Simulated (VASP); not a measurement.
# ZnGe2N2 (P2_1/m) in VASP: density of states with PBE

Aim: the density of states of ZnGe2N2 with PBE.

Everything below comes from runs of VASP 6.6.1. Logs are shortened: lines on timing, memory, paths and dates and some standing lists are left out, and cuts for length are marked.

## Step 1: The structure

The structure is monoclinic, space group P2_1/m (No. 11). Conventional cell: a = 5.452 Å, b = 3.112 Å, c = 7.992 Å, α = 90.00°, β = 90.32°, γ = 90.00°. Around Zn (site symmetry m) lie 2 N at 2.02 Å. Around Ge (site symmetry m) lie 3 N at 1.99 Å. Ge (site symmetry m) has 3 N at 2.01 to 2.04 Å as nearest neighbours. N (site symmetry m) is surrounded by 3 Ge at 1.99 to 2.01 Å and 1 Zn at 2.02 Å. Around N (site symmetry m) lie 3 Ge at 1.99 to 2.04 Å and 1 Zn at 2.02 Å.

The cell was built by a generator and needn't be a form met in nature.

## Step 2: Density of states, PBE

The input, POSCAR:

```
ZnGe2N2                                 
1.0
    5.4515943256      0.0000000000     -0.0115781669
    0.0000000000      3.1116117245      0.0000000000
   -0.0272100594      0.0000000000      7.9923163983
  Zn              Ge              N             
     2     4     4
Direct
     0.1893929832047479    0.2500000000000000    0.0009363899710132
     0.8106070167952522    0.7500000000000000    0.9990636100289868
     0.4174166469139713    0.7500000000000000    0.3568480692720348
     0.9130911757439123    0.2500000000000000    0.3583449641640448
     0.5825833530860287    0.2500000000000000    0.6431519307279652
     0.0869088242560878    0.7500000000000000    0.6416550358359553
     0.2560789201508673    0.2500000000000000    0.7521786060917227
     0.7487623197090156    0.7500000000000000    0.7492115700306745
     0.2512376802909843    0.2500000000000000    0.2507884299693254
     0.7439210798491327    0.7500000000000000    0.2478213939082772
```

The input, INCAR.step1:

```
SYSTEM = ZnGe2N2
ALGO     = Normal         ! electronic algorithm
EDIFF    = 1E-6           ! SCF threshold, eV
ENCUT    = 520            ! plane-wave cutoff, eV
GGA      = PE             ! functional
ISIF     = 2              ! what is computed and relaxed
ISMEAR   = 0              ! smearing method
KPAR     = 8            
LASPH    = .True.         ! aspherical terms in the spheres
LCHARG   = .True.         ! write CHGCAR
LREAL    = .False.        ! projectors in reciprocal space
LWAVE    = .False.        ! write WAVECAR
NELM     = 100            ! most SCF steps
PREC     = Accurate       ! precision mode
SIGMA    = 0.1            ! smearing width, eV
```

The input, KPOINTS.step1:

```
k-points
0
Gamma
  4 7 4
  0 0 0
```

The input, INCAR.step2:

```
SYSTEM = ZnGe2N2
ALGO     = Normal         ! electronic algorithm
EDIFF    = 1E-6           ! SCF threshold, eV
ENCUT    = 520            ! plane-wave cutoff, eV
GGA      = PE             ! functional
ICHARG   = 11             ! starting density
ISIF     = 2              ! what is computed and relaxed
ISMEAR   = -5             ! smearing method
KPAR     = 8            
LASPH    = .True.         ! aspherical terms in the spheres
LCHARG   = .False.        ! write CHGCAR
LORBIT   = 11             ! projections on sites
LREAL    = .False.        ! projectors in reciprocal space
LWAVE    = .False.        ! write WAVECAR
NEDOS    = 2001           ! points of the DOS
NELM     = 100            ! most SCF steps
PREC     = Accurate       ! precision mode
SIGMA    = 0.1            ! smearing width, eV
```

The input, KPOINTS.step2:

```
k-points
0
Gamma
  6 11 6
  0 0 0
```

Potentials or basis: VASP PAW PBE potentials, release 64 (Zn, Ge_d, N).

Command:

```console
cat potpaw_PBE.64/Zn/POTCAR potpaw_PBE.64/Ge_d/POTCAR potpaw_PBE.64/N/POTCAR > POTCAR
cp INCAR.step1 INCAR
cp KPOINTS.step1 KPOINTS
mpirun -np 8 vasp_std > vasp.out
cp INCAR.step2 INCAR
cp KPOINTS.step2 KPOINTS
mpirun -np 8 vasp_std > vasp.out
```

OUTCAR:

```text
SYSTEM = ZnGe2N2
   EDIFF = 1E-6
   ENCUT = 520
   GGA = PE
   ICHARG = 11
   ISIF = 2
   ISMEAR = -5
   LASPH = .True.
   LORBIT = 11
   LREAL = .False.
   NELM = 100
   PREC = Accurate

 ion  position               nearest neighbor table
   1  0.189  0.250  0.001-   7 2.02   9 2.02   2 2.59   2 2.59
   2  0.811  0.750  0.999-  10 2.02   8 2.02   1 2.59   1 2.59
   3  0.417  0.750  0.357-  10 1.99   9 1.99   9 1.99   5 2.91   5 2.91   6 2.91
   4  0.913  0.250  0.358-  10 2.01  10 2.01   9 2.04   6 2.90   6 2.90   5 2.91
   5  0.583  0.250  0.643-   7 1.99   8 1.99   8 1.99   3 2.91   3 2.91   4 2.91
   6  0.087  0.750  0.642-   7 2.01   7 2.01   8 2.04   4 2.90   4 2.90   3 2.91
   7  0.256  0.250  0.752-   5 1.99   6 2.01   6 2.01   1 2.02
   8  0.749  0.750  0.749-   5 1.99   5 1.99   2 2.02   6 2.04
   9  0.251  0.250  0.251-   3 1.99   3 1.99   1 2.02   4 2.04
  10  0.744  0.750  0.248-   3 1.99   4 2.01   4 2.01   2 2.02

  LATTYP: Found a simple monoclinic cell.
 ALAT       =     5.4516066205
 B/A-ratio  =     0.5707696723
 C/A-ratio  =     1.4660563891
 COS(beta)  =    -0.0055282958

  Lattice vectors:

 A1 = (   5.4515943256,   0.0000000000,  -0.0115781669)
 A2 = (   0.0000000000,   3.1116117245,   0.0000000000)
 A3 = (  -0.0272100594,   0.0000000000,   7.9923163983)

Analysis of symmetry for initial positions (statically):
=====================================================================
 Subroutine PRICEL returns:
 Original cell was already a primitive cell.

 Routine SETGRP: Setting up the symmetry group for a
 simple monoclinic supercell.

 Subroutine GETGRP returns: Found  4 space group operations
 (whereof  2 operations were pure point group operations)
 out of a pool of  4 trial point group operations.

The static configuration has the point symmetry S_2 .
 The point group associated with its full space group is C_2h.

Analysis of symmetry for dynamics (positions and initial velocities):
=====================================================================
 Subroutine PRICEL returns:
 Original cell was already a primitive cell.

 Routine SETGRP: Setting up the symmetry group for a
 simple monoclinic supercell.

 Subroutine GETGRP returns: Found  4 space group operations
[... 141 lines left out ...]
     AMIX     =   0.40;   BMIX     =  1.00
     AMIX_MAG =   1.60;   BMIX_MAG =  1.00
  volume/ion in A,a.u.               =      13.56        91.49
  Fermi-wavevector in a.u.,A,eV,Ry     =   1.479161  2.795208 29.768408  2.187916
  Thomas-Fermi vector in A             =   2.593353
   LORBIT       =     11    0 simple, 1 ext, 2 COOP (PROOUT), +10 PAW based schemes
   GGA     = PE    functional components
   LHFCALC =     F    Hartree Fock is set to
   AEXX    =    0.0000 exact exchange contribution
   IVDW    =     0    specifies the selected vdW correction
   LEPSILON=     F    determine dielectric tensor
   LRPA    =     F    only Hartree local field effects (RPA)
 non-spin polarized calculation
 Fermi weights with tetrahedron method with Bloechl corrections
  energy-cutoff  :      520.00
  volume of cell :      135.57
 maximum number of plane-waves:      3678
 NGX is ok and might be reduce to    42

 number of electron     100.0000010 magnetization

 Free energy of the ion-electron system (eV)
  ---------------------------------------------------
  ext. energy  EPLUGINS =         0.00000000
  ---------------------------------------------------
  free energy    TOTEN  =       -51.70542865 eV

  energy without entropy =      -51.70542865  energy(sigma->0) =      -51.70542865

 E-fermi :   5.9750     XC(G=0): -11.2295

 val. band max:        6.0700782279   @ k =   0.0000   0.2727   0.0000
 cond. band min:       5.8842821622   @ k =   0.5000   0.2727   0.5000
 fundamental gap:     -0.1857960657
 Fermi energy:         5.9749885111

 k-point     1 :       0.0000    0.0000    0.0000
  band No.  band energies     occupation
      1     -19.3654      2.00000
      2     -19.3436      2.00000
      3     -19.2981      2.00000
      4     -19.2932      2.00000
      5     -19.2830      2.00000
      6     -19.2829      2.00000
[... 1501 lines left out ...]
     59      10.4120      0.00000
     60      10.5353      0.00000

 [... further k-points ...]

------------------------ aborting loop because EDIFF is reached ----------------------------------------

  FORCE on cell =-STRESS in cart. coord.  units (eV):
  Direction    XX          YY          ZZ          XY          YZ          ZX
  --------------------------------------------------------------------------------------
  -------------------------------------------------------------------------------------
  Total       -0.3421888     -0.2814075     -0.0495541      0.0000000      0.0000000      0.2972162
  in kB       -4.0438773     -3.3255825     -0.5856140      0.0000000      0.0000000      3.5124055
  external PRESSURE =      -2.6516913 kB  Pullay stress =       0.0000000 kB

 VOLUME and BASIS-vectors are now :
 -----------------------------------------------------------------------------
  energy-cutoff  :      520.00
  volume of cell :      135.57
      direct lattice vectors                 reciprocal lattice vectors
     5.451594326  0.000000000 -0.011578167     0.183433904  0.000000000  0.000624506
     0.000000000  3.111611724  0.000000000     0.000000000  0.321376858  0.000000000
    -0.027210059  0.000000000  7.992316398     0.000265734  0.000000000  0.125121076

 POSITION                                       TOTAL-FORCE (eV/Angst)
 -----------------------------------------------------------------------------------
      1.03247      0.77790      0.00529        -0.044472      0.000000      0.002140
      4.39192      2.33371      7.97545         0.044472      0.000000     -0.002140
      2.26588      2.33371      2.84721        -0.022655      0.000000     -0.000803
      4.96805      0.77790      2.85343        -0.032832      0.000000     -0.021406
      3.15851      0.77790      5.13353         0.022655      0.000000      0.000803
      0.45633      2.33371      5.12730         0.032832     -0.000000      0.021406
      1.37557      0.77790      6.00868         0.038567      0.000000     -0.032816
      4.06156      2.33371      5.97927        -0.025758      0.000000     -0.034167
      1.36282      0.77790      2.00147         0.025758      0.000000      0.034167
      4.04881      2.33371      1.97205        -0.038567      0.000000      0.032816
 -----------------------------------------------------------------------------------
    total drift:                                0.000000     -0.000000      0.000000

  FREE ENERGIE OF THE ION-ELECTRON SYSTEM (eV)
  ---------------------------------------------------
  free  energy   TOTEN  =       -51.7054286496 eV

  energy  without entropy=      -51.7054286496  energy(sigma->0) =      -51.70542865

 total charge

# of ion       s       p       d       tot
------------------------------------------
    1        0.600   0.431   9.770  10.801
    2        0.600   0.431   9.770  10.801
    3        1.117   1.097  10.164  12.378
    4        1.133   1.059  10.147  12.338
    5        1.117   1.097  10.164  12.378
    6        1.133   1.059  10.147  12.338
    7        1.266   2.409   0.000   3.674
    8        1.264   2.409   0.000   3.673
    9        1.264   2.409   0.000   3.673
   10        1.266   2.409   0.000   3.674
--------------------------------------------------
tot         10.759  14.808  60.163  85.730
```

OUTCAR.step1:

```text
SYSTEM = ZnGe2N2
   EDIFF = 1E-6
   ENCUT = 520
   GGA = PE
   ISIF = 2
   ISMEAR = 0
   LASPH = .True.
   LREAL = .False.
[... 1770 lines left out ...]
      4.06156      2.33371      5.97927        -0.003486      0.000000      0.000900
      1.36282      0.77790      2.00147         0.003486      0.000000     -0.000900
      4.04881      2.33371      1.97205        -0.001336      0.000000     -0.002289
 -----------------------------------------------------------------------------------
    total drift:                                0.000000     -0.000000     -0.000000

  FREE ENERGIE OF THE ION-ELECTRON SYSTEM (eV)
  ---------------------------------------------------
  free  energy   TOTEN  =       -51.7182590529 eV

  energy  without entropy=      -51.7106668967  energy(sigma->0) =      -51.71446297
```

Wall time 79 s (8 MPI ranks of AMD EPYC 9R45 (Zen 5), shared host); peak memory 0.75 GiB.

What came out:

* Valence electrons inside the program's atomic spheres: Zn 10.80; Ge 12.38, 12.34; N 3.67

States per cell in windows of 1 eV (zero at the Fermi level; states under -8 eV left out):
| from (eV) | total | Zn1_d | Zn2_d | N8_p | N9_p | N7_p | N10_p |
| --- | --- | --- | --- | --- | --- | --- | --- |
| -8.0 | 19.21 | 7.99 | 7.99 | 0.19 | 0.19 | 0.19 | 0.19 |
| -7.0 | 4.02 | 0.74 | 0.74 | 0.16 | 0.16 | 0.14 | 0.14 |
| -6.0 | 4.69 | 0.29 | 0.29 | 0.33 | 0.33 | 0.33 | 0.33 |
| -5.0 | 5.80 | 0.20 | 0.20 | 0.57 | 0.57 | 0.56 | 0.56 |
| -4.0 | 4.39 | 0.06 | 0.06 | 0.44 | 0.44 | 0.46 | 0.46 |
| -3.0 | 2.76 | 0.03 | 0.03 | 0.25 | 0.25 | 0.23 | 0.23 |
| -2.0 | 1.83 | 0.03 | 0.03 | 0.10 | 0.10 | 0.09 | 0.09 |
| -1.0 | 2.19 | 0.06 | 0.06 | 0.11 | 0.11 | 0.12 | 0.12 |
| 0.0 | 2.52 | 0.04 | 0.04 | 0.12 | 0.12 | 0.10 | 0.10 |
| 1.0 | 1.61 | 0.03 | 0.03 | 0.06 | 0.06 | 0.08 | 0.08 |
| 2.0 | 3.40 | 0.03 | 0.03 | 0.10 | 0.10 | 0.11 | 0.11 |
| 3.0 | 3.89 | 0.03 | 0.03 | 0.16 | 0.16 | 0.19 | 0.19 |
| 4.0 | 5.48 | 0.05 | 0.05 | 0.28 | 0.28 | 0.25 | 0.25 |
| 5.0 | 3.04 | 0.02 | 0.02 | 0.11 | 0.11 | 0.08 | 0.08 |
| 6.0 | 0.00 | 0.00 | 0.00 | 0.00 | 0.00 | 0.00 | 0.00 |

Caveat: tetrahedron occupations give inexact forces and stress in metals.
